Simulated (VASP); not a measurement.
# Al in VASP: single point with PBE+D3(BJ)

Aim: the single point of Al with PBE+D3(BJ).

All numbers are computed with VASP 6.6.1; they aren't measurements. Logs are shortened: lines on timing, memory, paths and dates and some standing lists are left out, and cuts for length are marked.

### Step 1. The structure

The cell holds a slab with vacuum, 4 atoms: a = 2.920 Å, b = 2.920 Å, c = 28.583 Å, α = 90.00°, β = 90.00°, γ = 120.00°.

The cell was built by a generator and needn't be a form met in nature.

### Step 2. Single point, PBE+D3(BJ)

INCAR

```
PREC = Accurate
ENCUT = 520
EDIFF = 1E-6
ISMEAR = 1
SIGMA = 0.1
LREAL = F
LASPH = T
NELM = 100
ALGO = Normal
ISIF = 2
LWAVE = F
LCHARG = T
LDIPOL = T
IDIPOL = 3
DIPOL = 0.5 0.5 0.656
GGA = PE
IVDW = 12
LELF = T
LVHAR = T
LVACPOTAV = T
NBANDS = 14
```

KPOINTS

```
regular mesh
0
Gamma
  15 15 1
```

POSCAR

```
Al
1.0
    1.4602435473      2.5292160153      0.0000000000
   -2.9204870946      0.0000000000      0.0000000000
    0.0000000000      0.0000000000     28.5828597884
Al
4
Direct
    0.3333333333      0.6666666667      0.5359819038
    0.0000000000      1.0000000000      0.6161404051
    0.6666666667      0.3333333333      0.6949455205
    0.3333333333      0.6666666667      0.7758730563
```

Potentials or basis: VASP PAW PBE potentials, release 64 (Al).

On the command line:

```sh
$ cat potpaw_PBE.64/Al/POTCAR > POTCAR
$ mpirun -np 1 vasp_std > vasp.out
```

OUTCAR:

```text
PREC = Accurate
   ENCUT = 520
   EDIFF = 1E-6
   ISMEAR = 1
   LREAL = F
   LASPH = T
   NELM = 100
   ISIF = 2
   GGA = PE
   IVDW = 12
 IVDW          = 12

 ion  position               nearest neighbor table
   1  0.333  0.667  0.536-   2 2.84   2 2.84   2 2.84
   2  0.000  0.000  0.616-   3 2.81   3 2.81   3 2.81   1 2.84   1 2.84   1 2.84
   3  0.667  0.333  0.695-   2 2.81   2 2.81   2 2.81   4 2.86   4 2.86   4 2.86
   4  0.333  0.667  0.776-   3 2.86   3 2.86   3 2.86

  LATTYP: Found a hexagonal cell.
 ALAT       =     2.9204870946
 C/A-ratio  =     9.7870180086

  Lattice vectors:

 A1 = (   1.4602435473,   2.5292160153,   0.0000000000)
 A2 = (  -2.9204870946,   0.0000000000,   0.0000000000)
 A3 = (   0.0000000000,   0.0000000000,  28.5828597884)

Analysis of symmetry for initial positions (statically):
=====================================================================
 Subroutine PRICEL returns:
 Original cell was already a primitive cell.

 Routine SETGRP: Setting up the symmetry group for a
 hexagonal supercell.

 Subroutine GETGRP returns: Found  6 space group operations
 (whereof  6 operations were pure point group operations)
 out of a pool of 24 trial point group operations.

The static configuration has the point symmetry C_3v.

Analysis of symmetry for dynamics (positions and initial velocities):
=====================================================================
 Subroutine PRICEL returns:
 Original cell was already a primitive cell.

 Routine SETGRP: Setting up the symmetry group for a
 hexagonal supercell.

 Subroutine GETGRP returns: Found  6 space group operations
 (whereof  6 operations were pure point group operations)
 out of a pool of 24 trial point group operations.

The dynamic configuration has the point symmetry C_3v.

 Subroutine INISYM returns: Found  6 space group operations
 (whereof  6 operations are pure point group operations),
 and found     1 'primitive' translations

----------------------------------------------------------------------------------------

                                     Primitive cell

  volume of cell :     211.1285

  direct lattice vectors                    reciprocal lattice vectors
     1.460243547  2.529216015  0.000000000     0.000000000  0.395379435  0.000000000
    -2.920487095  0.000000000  0.000000000    -0.342408635  0.197689718  0.000000000
     0.000000000  0.000000000 28.582859788     0.000000000  0.000000000  0.034986002

  length of vectors
     2.920487095  2.920487095 28.582859788     0.395379435  0.395379435  0.034986002

  position of ions in fractional coordinates (direct lattice)
     0.333333333  0.666666667  0.535981904
     0.000000000  0.000000000  0.616140405
     0.666666667  0.333333333  0.694945520
     0.333333333  0.666666667  0.775873056

  ion indices of the primitive-cell ions
   primitive index   ion index
                 1           1
                 2           2
                 3           3
                 4           4

----------------------------------------------------------------------------------------

 KPOINTS: regular mesh

Automatic generation of k-mesh.
 Grid dimensions read from file:
 generate k-points for:   15   15    1

 Generating k-lattice:

  Cartesian coordinates                     Fractional coordinates (reciprocal lattice)
     0.000000000  0.026358629  0.000000000     0.066666667  0.000000000  0.000000000
    -0.022827242  0.013179315  0.000000000     0.000000000  0.066666667  0.000000000
     0.000000000  0.000000000  0.034986002     0.000000000  0.000000000  1.000000000

  Length of vectors
     0.026358629  0.026358629  0.034986002

  Shift w.r.t. Gamma in fractional coordinates (k-lattice)
     0.000000000  0.000000000  0.000000000

 Subroutine IBZKPT returns following result:
 ===========================================

 Found     27 irreducible k-points:

 Following reciprocal coordinates:
            Coordinates               Weight
  0.000000  0.000000  0.000000      1.000000
  0.066667  0.000000  0.000000      6.000000
  0.133333  0.000000  0.000000      6.000000
  0.200000  0.000000  0.000000      6.000000
  0.266667  0.000000  0.000000      6.000000
  0.333333  0.000000  0.000000      6.000000
[... 16 lines left out ...]
  0.333333  0.200000  0.000000     12.000000
  0.400000  0.200000  0.000000      6.000000
 [... further k-points ...]
   k-points           NKPTS =     27   k-points in BZ     NKDIM =     27   number of bands    NBANDS=     14
   number of dos      NEDOS =    301   number of ions     NIONS =      4
   total plane-waves  NPLWV = 124416
   dimension x,y,z NGX =    24 NGY =   24 NGZ =  216
   dimension x,y,z NGXF=    48 NGYF=   48 NGZF=  432
   ions per type =               4
   NGX,Y,Z   is equivalent  to a cutoff of  13.66, 13.66, 12.56 a.u.
   NGXF,Y,Z  is equivalent  to a cutoff of  27.32, 27.32, 25.13 a.u.
 SYSTEM =  unknown system
   PREC   = accura    normal or accurate (medium, high low for compatibility)
   ISTART =      0    job   : 0-new  1-cont  2-samecut
   ICHARG =      2    charge: 1-file 2-atom 10-const
   ISPIN  =      1    spin polarized calculation?
   LNONCOLLINEAR =      F non collinear calculations
   LSORBIT =      F    spin-orbit coupling
   LASPH  =      T    aspherical Exc in radial PAW
   ENCUT  =  520.0 eV  38.22 Ry    6.18 a.u.   5.43  5.43 53.15*2*pi/ulx,y,z
   NELM   =    100;   NELMIN=  2; NELMDL= -5     # of ELM steps
   EDIFF  = 0.1E-05   stopping-criterion for ELM
   LREAL  =      F    real-space projection
   EDIFFG = 0.1E-04   stopping-criterion for IOM
   NSW    =      0    number of steps for IOM
   IBRION =     -1    ionic relax: 0-MD 1-quasi-New 2-CG
   NFREE  =      0    steps in history (QN), initial steepest desc. (CG)
   ISIF   =      2    stress and relaxation
   ISYM   =      2    0-nonsym 1-usesym 2-fastsym
   POTIM  = 0.5000    time-step for ionic-motion
   TEBEG  =    0.0;   TEEND  =   0.0 temperature during run
   PSTRESS=    0.0 pullay stress
   NELECT =      12.0000    total number of electrons
   NUPDOWN=      -1.0000    fix difference up-down
   EMIN   =  10.00;   EMAX   =-10.00  energy-range for DOS
   EFERMI =   0.00;   METHOD = LEGACY
   ISMEAR =     1;   SIGMA  =   0.10  broadening in eV -4-tet -1-fermi 0-gaus
   EFERMI_NEDOS =   21; number of points for ismear=-14 and -15
   IALGO  =     38    algorithm
   IMIX   =      4    mixing-type and parameters
     AMIX     =   0.40;   BMIX     =  1.00
     AMIX_MAG =   1.60;   BMIX_MAG =  1.00
  volume/ion in A,a.u.               =      52.78       356.19
  Fermi-wavevector in a.u.,A,eV,Ry     =   0.629438  1.189465  5.390522  0.396192
  Thomas-Fermi vector in A             =   1.691727
   LORBIT       =      0    0 simple, 1 ext, 2 COOP (PROOUT), +10 PAW based schemes
   GGA     = PE    functional components
   LHFCALC =     F    Hartree Fock is set to
   AEXX    =    0.0000 exact exchange contribution
   IVDW    =    12    specifies the selected vdW correction
   LEPSILON=     F    determine dielectric tensor
   LRPA    =     F    only Hartree local field effects (RPA)
 non-spin polarized calculation
 Methfessel and Paxton  Order N= 1 SIGMA  =   0.10
  energy-cutoff  :      520.00
  volume of cell :      211.13
 maximum number of plane-waves:      5787
 NGX is ok and might be reduce to    24
   NGX = 11   NGY = 11   NGZ =107

 dipolmoment           0.000000      0.000000      0.001545 electrons x Angstroem

 number of electron      12.0000000 magnetization

 dipolmoment           0.000000      0.000000     -0.000409 electrons x Angstroem

 Free energy of the ion-electron system (eV)
  ---------------------------------------------------
  ext. energy  EPLUGINS =         0.00000000
  ---------------------------------------------------
  free energy    TOTEN  =       -14.15609901 eV

  energy without entropy =      -14.15358527  energy(sigma->0) =      -14.15526110

 E-fermi :  -0.1688     XC(G=0):  -3.8997

 val. band max:       -0.1939223832   @ k =   0.0667   0.0000   0.0000
 cond. band min:      -0.1368337308   @ k =   0.2667   0.2000   0.0000
 fundamental gap:      0.0570886524
 Fermi energy:        -0.1688168416

 k-point     1 :       0.0000    0.0000    0.0000
  band No.  band energies     occupation
      1     -10.8236      2.00000
      2      -9.6748      2.00000
      3      -8.0256      2.00000
      4      -5.6769      2.00000
      5      -3.2825      2.00000
      6      -0.2898      2.07084
      7       2.1842      0.00000
      8       3.4367      0.00000
      9       3.7630      0.00000
     10       4.4276      0.00000
     11       4.5873      0.00000
     12       5.9699      0.00000
     13       6.0366      0.00000
     14       7.9514      0.00000

 k-point     2 :       0.0667    0.0000    0.0000
  band No.  band energies     occupation
      1     -10.7210      2.00000
      2      -9.5728      2.00000
      3      -7.9244      2.00000
      4      -5.5757      2.00000
      5      -3.1863      2.00000
      6      -0.1939      1.41044
      7       2.2802      0.00000
      8       3.5378      0.00000
      9       3.8663      0.00000
     10       4.5272      0.00000
     11       4.6884      0.00000
     12       6.0671      0.00000
     13       6.1288      0.00000
     14       7.9562      0.00000

 k-point     3 :       0.1333    0.0000    0.0000
  band No.  band energies     occupation
      1     -10.4137      2.00000
      2      -9.2672      2.00000
      3      -7.6211      2.00000
      4      -5.2731      2.00000
      5      -2.8980      2.00000
      6       0.0910     -0.00148
      7       2.5608      0.00000
      8       3.8358      0.00000
      9       4.1737      0.00000
     10       4.8099      0.00000
     11       4.9797      0.00000
     12       5.7601      0.00000
     13       6.3790      0.00000
     14       6.4110      0.00000

 k-point     4 :       0.2000    0.0000    0.0000
  band No.  band energies     occupation
      1      -9.9029      2.00000
      2      -8.7592      2.00000
      3      -7.1173      2.00000
      4      -4.7712      2.00000
      5      -2.4191      2.00000
      6       0.5492     -0.00000
      7       2.8702      0.00000
      8       3.5720      0.00000
      9       4.3517      0.00000
     10       4.4788      0.00000
     11       4.7050      0.00000
     12       5.3446      0.00000
     13       5.5343      0.00000
     14       5.9848      0.00000

 k-point     5 :       0.2667    0.0000    0.0000
  band No.  band energies     occupation
      1      -9.1908      2.00000
      2      -8.0511      2.00000
      3      -6.4156      2.00000
      4      -4.0750      2.00000
      5      -1.7558      2.00000
      6       0.8445     -0.00000
      7       1.5301     -0.00000
      8       2.3437      0.00000
      9       3.5907      0.00000
     10       4.0477      0.00000
     11       5.0801      0.00000
[... 276 lines left out ...]
 k-point    22 :       0.2667    0.2000    0.0000
  band No.  band energies     occupation
      1      -7.0751      2.00000
      2      -5.9487      2.00000
      3      -4.3391      2.00000
      4      -2.0876      2.00000
      5      -1.1781      2.00000
      6      -0.1368      0.48815
      7       0.1567     -0.00004
      8       0.5193     -0.00000
      9       1.2480     -0.00000
     10       1.6903     -0.00000
     11       3.0070      0.00000
     12       3.4336      0.00000
     13       4.0454      0.00000
     14       5.3281      0.00000

 k-point    23 :       0.3333    0.2000    0.0000
  band No.  band energies     occupation
      1      -5.8803      2.00000
      2      -4.7645      2.00000
      3      -3.1955      2.00000
      4      -2.9517      2.00000
      5      -1.8514      2.00000
      6      -0.8242      2.00000
      7      -0.2157      1.70518
      8      -0.0109     -0.04808
      9       1.1059     -0.00000
     10       1.5440     -0.00000
     11       2.2144      0.00000
     12       2.8344      0.00000
     13       4.3093      0.00000
     14       4.5728      0.00000

 k-point    24 :       0.4000    0.2000    0.0000
  band No.  band energies     occupation
      1      -4.5120      2.00000
      2      -4.4894      2.00000
      3      -3.4303      2.00000
      4      -3.3962      2.00000
      5      -2.0177      2.00000
      6      -1.4936      2.00000
      7      -0.2585      2.02162
      8       0.2518     -0.00000
      9       0.8713     -0.00000
     10       1.2835     -0.00000
     11       2.5318      0.00000
     12       2.7937      0.00000
     13       3.0831      0.00000
     14       4.8433      0.00000

 [... further k-points ...]

------------------------ aborting loop because EDIFF is reached ----------------------------------------

 Edisp (eV)   -0.98461

 E8    (eV) :    -0.4560

  FORCE on cell =-STRESS in cart. coord.  units (eV):
  Direction    XX          YY          ZZ          XY          YZ          ZX
  --------------------------------------------------------------------------------------
  -------------------------------------------------------------------------------------
  Total      -3.11095    -3.11095    -0.74334     0.00000    -0.00000     0.00000
  in kB     -23.60783   -23.60783    -5.64092     0.00000    -0.00000     0.00000
  external pressure =      -17.62 kB  Pullay stress =        0.00 kB

 VOLUME and BASIS-vectors are now :
 -----------------------------------------------------------------------------
  energy-cutoff  :      520.00
  volume of cell :      211.13
      direct lattice vectors                 reciprocal lattice vectors
     1.460243547  2.529216015  0.000000000     0.000000000  0.395379435  0.000000000
    -2.920487095  0.000000000  0.000000000    -0.342408635  0.197689718  0.000000000
     0.000000000  0.000000000 28.582859788     0.000000000  0.000000000  0.034986002

 POSITION                                       TOTAL-FORCE (eV/Angst)
 -----------------------------------------------------------------------------------
     -1.46024      0.84307     15.31990        -0.000000      0.000000      0.079298
      0.00000      0.00000     17.61105        -0.000000      0.000000      0.022355
      0.00000      1.68614     19.86353         0.000000     -0.000000      0.039671
     -1.46024      0.84307     22.17667        -0.000000     -0.000000     -0.141324
 -----------------------------------------------------------------------------------
    total drift:                               -0.000000     -0.000000     -0.000031

  FREE ENERGIE OF THE ION-ELECTRON SYSTEM (eV)
  ---------------------------------------------------
  free  energy   TOTEN  =       -15.1407107695 eV

  energy  without entropy=      -15.1381970318  energy(sigma->0) =      -15.13987286

 vacuum level on the upper side and lower side of the slab         3.795         3.804
```

Wall time 2.2 min (1 thread of Intel Xeon Platinum 8259CL at 2.50GHz (Skylake/Cascade Lake), shared host); peak memory 0.35 GiB.

Results:

```yaml
Free_energy: -15.1407 eV
Largest_force: 0.141 eV/Å
Band_gap_on_the_k_mesh: none (metal or under the smearing width)
Dispersion_energy_per_atom: -0.246 eV
Work_function_of_the_upper_face: 3.96 eV
Work_function_of_the_lower_face: 3.97 eV
```

Forces on the atoms (eV/Å):
```
Al   0.000  0.000  0.079
Al   0.000  0.000  0.022
Al   0.000  0.000  0.040
Al   0.000  0.000 -0.141
```
